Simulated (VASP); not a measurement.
# Si in VASP: further runs, part 3 of 3

VASP 6.6.1. Earlier steps stand in the parts before.

### 5 Work function, PBE

Input file INCAR:

```
SYSTEM = Si
  PREC = Accurate
  ENCUT = 520
  EDIFF = 1E-6
  ISMEAR = 0
  SIGMA = 0.03
  LREAL = .False.
  LASPH = .True.
  NELM = 60
  ALGO = Fast
  ISIF = 2
  LWAVE = .False.
  LCHARG = .True.
  LDIPOL = .True.
  IDIPOL = 3
  DIPOL = 0.5 0.5 0.500
  GGA = PE
  LELF = .True.
  LVHAR = .True.
  LVACPOTAV = .True.
```

Input file KPOINTS:

```
Automatic mesh
0
Gamma
  1 2 1
  0 0 0
```

Input file POSCAR:

```
Si                                      
1.0
    7.7337965900      0.0000000000      0.0000000000
    0.0000000000      3.8668983000      0.0000000000
    0.0000000000      0.0000000000     24.1700850000
  Si            
    16
Direct
     0.8595047931690510    0.0000000067823146    0.3296963941615663
     0.5798161203462472    0.0000000008123453    0.2969521839328105
     0.5277964933435879    0.5000000012920343    0.3534851547417860
     0.9980334171245244    0.5000000064975878    0.3614332505549703
     0.2715115348449512    0.5000000043780002    0.4086999491589246
     0.7456452678451488    0.5000000050815966    0.4218229718874737
     0.7550041463131067    0.0000000038333205    0.4772048248499973
     0.2702059546456442    0.0000000042396282    0.4667500455907682
     0.5034379318957095    0.0000000068966325    0.5331250078098696
     0.0214241584535582    0.9999999886943520    0.5233370947778897
     0.0108090174964666    0.4999999881370756    0.5785455050347446
     0.5088600004775504    0.5000000061159364    0.5910130436335685
     0.7765527123706645    0.4999999939007659    0.6417910909027639
     0.2482922200583227    0.4999999945369361    0.6441974893026184
     0.1044322899334759    0.9999999943899719    0.6725928073023406
     0.8186739416819926    0.9999999944115013    0.6993531863579086
```

Potentials or basis: VASP PAW PBE potentials, release 64 (Si).

Command:

```bash
> cat potpaw_PBE.64/Si/POTCAR > POTCAR
> mpirun -np 8 vasp_std > vasp.out
```

OUTCAR:

```text
SYSTEM = Si
   PREC = Accurate
   ENCUT = 520
   EDIFF = 1E-6
   ISMEAR = 0
   LREAL = .False.
   LASPH = .True.
   NELM = 60
   ISIF = 2
   GGA = PE

 ion  position               nearest neighbor table
   1  0.860  0.000  0.330-   2 2.30   4 2.34   4 2.34   6 3.08   6 3.08
   2  0.580  0.000  0.297-   1 2.30   3 2.40   3 2.40
   3  0.528  0.500  0.353-   6 2.36   5 2.39   2 2.40   2 2.40
   4  0.998  0.500  0.361-   1 2.34   1 2.34   5 2.40   6 2.44
   5  0.272  0.500  0.409-   8 2.39   8 2.39   3 2.39   4 2.40
   6  0.746  0.500  0.422-   7 2.35   7 2.35   3 2.36   4 2.44   1 3.08   1 3.08
   7  0.755  0.000  0.477-  10 2.34   6 2.35   6 2.35   9 2.37
   8  0.270  0.000  0.467-  10 2.36   5 2.39   5 2.39   9 2.41
   9  0.503  0.000  0.533-   7 2.37  12 2.39  12 2.39   8 2.41
  10  0.021  1.000  0.523-   7 2.34  11 2.35  11 2.35   8 2.36
  11  0.011  0.500  0.579-  10 2.35  10 2.35  13 2.37  14 2.43  15 3.07  15 3.07
  12  0.509  0.500  0.591-   9 2.39   9 2.39  14 2.39  13 2.41
  13  0.777  0.500  0.642-  11 2.37  16 2.40  16 2.40  12 2.41
  14  0.248  0.500  0.644-  15 2.33  15 2.33  12 2.39  11 2.43
  15  0.104  1.000  0.673-  16 2.30  14 2.33  14 2.33  11 3.07  11 3.07
  16  0.819  1.000  0.699-  15 2.30  13 2.40  13 2.40

  LATTYP: Found a simple orthorhombic cell.
 ALAT       =     3.8668983000
 B/A-ratio  =     1.9999999974
 C/A-ratio  =     6.2505096139

  Lattice vectors:

 A1 = (   0.0000000000,  -3.8668983000,   0.0000000000)
 A2 = (   7.7337965900,   0.0000000000,   0.0000000000)
 A3 = (   0.0000000000,   0.0000000000,  24.1700850000)

Analysis of symmetry for initial positions (statically):
=====================================================================
 Subroutine PRICEL returns:
 Original cell was already a primitive cell.

 Routine SETGRP: Setting up the symmetry group for a
 simple orthorhombic supercell.

 Subroutine GETGRP returns: Found  2 space group operations
 (whereof  2 operations were pure point group operations)
 out of a pool of  8 trial point group operations.

The static configuration has the point symmetry C_1h.

Analysis of symmetry for dynamics (positions and initial velocities):
=====================================================================
 Subroutine PRICEL returns:
 Original cell was already a primitive cell.

 Routine SETGRP: Setting up the symmetry group for a
 simple orthorhombic supercell.

 Subroutine GETGRP returns: Found  2 space group operations
 (whereof  2 operations were pure point group operations)
 out of a pool of  8 trial point group operations.

The dynamic configuration has the point symmetry C_1h.

 Subroutine INISYM returns: Found  2 space group operations
 (whereof  2 operations are pure point group operations),
 and found     1 'primitive' translations

----------------------------------------------------------------------------------------

                                     Primitive cell

  volume of cell :     722.8258

  direct lattice vectors                    reciprocal lattice vectors
     7.733796590  0.000000000  0.000000000     0.129302599  0.000000000  0.000000000
     0.000000000  3.866898300  0.000000000     0.000000000  0.258605198  0.000000000
     0.000000000  0.000000000 24.170085000     0.000000000  0.000000000  0.041373458

[... 78 lines left out ...]
 SYSTEM =  Si
   PREC   = accura    normal or accurate (medium, high low for compatibility)
   ISTART =      0    job   : 0-new  1-cont  2-samecut
   ICHARG =      2    charge: 1-file 2-atom 10-const
   ISPIN  =      1    spin polarized calculation?
   LNONCOLLINEAR =      F non collinear calculations
   LSORBIT =      F    spin-orbit coupling
   LASPH  =      T    aspherical Exc in radial PAW
   ENCUT  =  520.0 eV  38.22 Ry    6.18 a.u.  14.38  7.19 44.94*2*pi/ulx,y,z
   NELM   =     60;   NELMIN=  2; NELMDL= -5     # of ELM steps
   EDIFF  = 0.1E-05   stopping-criterion for ELM
   LREAL  =      F    real-space projection
   EDIFFG = 0.1E-04   stopping-criterion for IOM
   NSW    =      0    number of steps for IOM
   IBRION =     -1    ionic relax: 0-MD 1-quasi-New 2-CG
   NFREE  =      0    steps in history (QN), initial steepest desc. (CG)
   ISIF   =      2    stress and relaxation
   ISYM   =      2    0-nonsym 1-usesym 2-fastsym
   POTIM  = 0.5000    time-step for ionic-motion
   TEBEG  =    0.0;   TEEND  =   0.0 temperature during run
   PSTRESS=    0.0 pullay stress
   NELECT =      64.0000    total number of electrons
   NUPDOWN=      -1.0000    fix difference up-down
   EMIN   =  10.00;   EMAX   =-10.00  energy-range for DOS
   EFERMI =   0.00;   METHOD = LEGACY
   ISMEAR =     0;   SIGMA  =   0.03  broadening in eV -4-tet -1-fermi 0-gaus
   EFERMI_NEDOS =   21; number of points for ismear=-14 and -15
   IALGO  =     68    algorithm
   IMIX   =      4    mixing-type and parameters
     AMIX     =   0.40;   BMIX     =  1.00
     AMIX_MAG =   1.60;   BMIX_MAG =  1.00
  volume/ion in A,a.u.               =      45.18       304.87
  Fermi-wavevector in a.u.,A,eV,Ry     =   0.729665  1.378867  7.243894  0.532411
  Thomas-Fermi vector in A             =   1.821443
   LORBIT       =      0    0 simple, 1 ext, 2 COOP (PROOUT), +10 PAW based schemes
   GGA     = PE    functional components
   LHFCALC =     F    Hartree Fock is set to
   AEXX    =    0.0000 exact exchange contribution
   IVDW    =     0    specifies the selected vdW correction
   LEPSILON=     F    determine dielectric tensor
   LRPA    =     F    only Hartree local field effects (RPA)
 non-spin polarized calculation
 RMM-DIIS sequential band-by-band and
 Gauss-broadening in eV      SIGMA  =   0.03
  energy-cutoff  :      520.00
  volume of cell :      722.83
 maximum number of plane-waves:     19546
 NGX is ok and might be reduce to    60
   NGX = 29   NGY = 15   NGZ = 89

 number of electron      63.9999999 magnetization

 dipolmoment           0.000000      0.000000      0.002030 electrons x Angstroem

 Free energy of the ion-electron system (eV)
  ---------------------------------------------------
  ext. energy  EPLUGINS =         0.00000000
  ---------------------------------------------------
  free energy    TOTEN  =       -76.83477777 eV

  energy without entropy =      -76.83477777  energy(sigma->0) =      -76.83477777

 E-fermi :   0.0168     XC(G=0):  -4.8325

 val. band max:       -0.1668750518   @ k =   0.0000   0.0000   0.0000
 cond. band min:       0.2764817072   @ k =   0.0000   0.5000   0.0000
 fundamental gap:      0.4433567590
 Fermi energy:         0.0167612104

 k-point     1 :       0.0000    0.0000    0.0000
  band No.  band energies     occupation
      1     -11.7932      2.00000
      2     -11.4046      2.00000
      3     -10.3973      2.00000
      4      -9.7421      2.00000
      5      -9.6347      2.00000
      6      -9.0803      2.00000
[... 36 lines left out ...]
     43       2.6276      0.00000
     44       2.7322      0.00000

 k-point     2 :       0.0000    0.5000    0.0000
  band No.  band energies     occupation
      1      -9.8269      2.00000
      2      -9.7334      2.00000
      3      -9.6996      2.00000
      4      -8.8872      2.00000
      5      -8.7528      2.00000
      6      -7.7643      2.00000
[... 36 lines left out ...]
     43       3.1484      0.00000
     44       3.1535      0.00000
 [bands above 44 left out]

------------------------ aborting loop because EDIFF is reached ----------------------------------------

  FORCE on cell =-STRESS in cart. coord.  units (eV):
  Direction    XX          YY          ZZ          XY          YZ          ZX
  --------------------------------------------------------------------------------------
  -------------------------------------------------------------------------------------
  Total        1.3760361     16.3139330     -9.1153571      0.0000000      0.0000000     -0.2024697
  in kB        3.0500485     36.1605964    -20.2046158      0.0000000      0.0000000     -0.4487835
  external PRESSURE =       6.3353430 kB  Pullay stress =       0.0000000 kB

 VOLUME and BASIS-vectors are now :
 -----------------------------------------------------------------------------
  energy-cutoff  :      520.00
  volume of cell :      722.83
      direct lattice vectors                 reciprocal lattice vectors
     7.733796590  0.000000000  0.000000000     0.129302599  0.000000000  0.000000000
     0.000000000  3.866898300  0.000000000     0.000000000  0.258605198  0.000000000
     0.000000000  0.000000000 24.170085000     0.000000000  0.000000000  0.041373458

 POSITION                                       TOTAL-FORCE (eV/Angst)
 -----------------------------------------------------------------------------------
      6.64724      0.00000      7.96879         0.214537      0.000000      0.413263
      4.48418      0.00000      7.17736         0.126327      0.000000      0.662426
      4.08187      1.93345      8.54377        -0.273546      0.000000     -0.000083
      7.71859      1.93345      8.73587        -0.236827      0.000000      0.083392
      2.09981      1.93345      9.87831        -0.000510      0.000000     -0.108218
      5.76667      1.93345     10.19550         0.263078      0.000000     -0.054355
[... 8 lines left out ...]
      0.80766      3.86690     16.25663         0.309752      0.000000     -0.379463
      6.33146      3.86690     16.90343         0.131011      0.000000     -0.713112
 -----------------------------------------------------------------------------------
    total drift:                                0.000054     -0.000000     -0.000039

  FREE ENERGIE OF THE ION-ELECTRON SYSTEM (eV)
  ---------------------------------------------------
  free  energy   TOTEN  =       -76.8347777727 eV

  energy  without entropy=      -76.8347777727  energy(sigma->0) =      -76.83477777

 vacuum level on the upper side and lower side of the slab         4.724         4.711
```

It took 25 s on 8 MPI ranks of Intel Xeon 6975P-C (Granite Rapids), shared host; peak memory 0.26 GiB.

What came out:

| Quantity | Value |
| --- | --- |
| Free energy | -76.8348 eV |
| Largest force | 0.725 eV/Å |
| Band gap on the k mesh | 0.44 eV, indirect (least direct gap 0.64 eV) |
| Ionisation potential of the upper face | 4.89 eV |

Forces on the atoms (eV/Å):
```
Si   0.215  0.000  0.413
Si   0.126  0.000  0.662
Si  -0.274  0.000  0.000
Si  -0.237  0.000  0.083
Si  -0.001  0.000 -0.108
Si   0.263  0.000 -0.054
Si  -0.074  0.000 -0.320
Si   0.083  0.000 -0.294
Si   0.040  0.000  0.146
Si  -0.210  0.000  0.451
Si   0.180  0.000  0.166
Si   0.168  0.000  0.070
Si  -0.418  0.000  0.003
Si  -0.303  0.000 -0.127
Si   0.310  0.000 -0.379
Si   0.131  0.000 -0.713
```

Caveat: the k mesh is coarse (spacing up to 0.81 Å⁻¹), so the values aren't converged.

### 6 The runs side by side

| level | k mesh | further INCAR settings | grid for exact exchange (PRECFOCK) | screening parameter | mesh quality | gap on the mesh (eV) | largest force (eV/Å) |
| --- | --- | --- | --- | --- | --- | --- | --- |
| PBE | 4 × 7 × 1 | ALGO = Fast; EDIFF = 1e-06 | - | - | not flagged | 0.34 | 0.01 |
| HSE06 | 3 × 5 × 1 | ALGO = Normal; EDIFF = 1e-06 | Fast | 0.2 1/A | not flagged | 0.94 | 0.28 |
| PBE | 6 × 11 × 1 | ALGO = Fast; EDIFF = 1e-06 | - | - | not flagged | 0.36 | 0.02 |
| PBE | 1 × 2 × 1 | ALGO = Fast; EDIFF = 1e-06 | - | - | coarse | 0.44 | 0.73 |

Alike in all rows: task work function; potentials or basis VASP PAW PBE potentials, release 64 (Si); no spin polarisation; cell as given; cutoff (eV) 520; smearing gaussian 0.03 eV.

Caveats: some runs use coarse meshes; the PAW data sets were made with another functional, which shifts forces and pressure a little (some runs).

Total energies depend on the potentials used, so only differences within one code and one set of settings carry meaning.
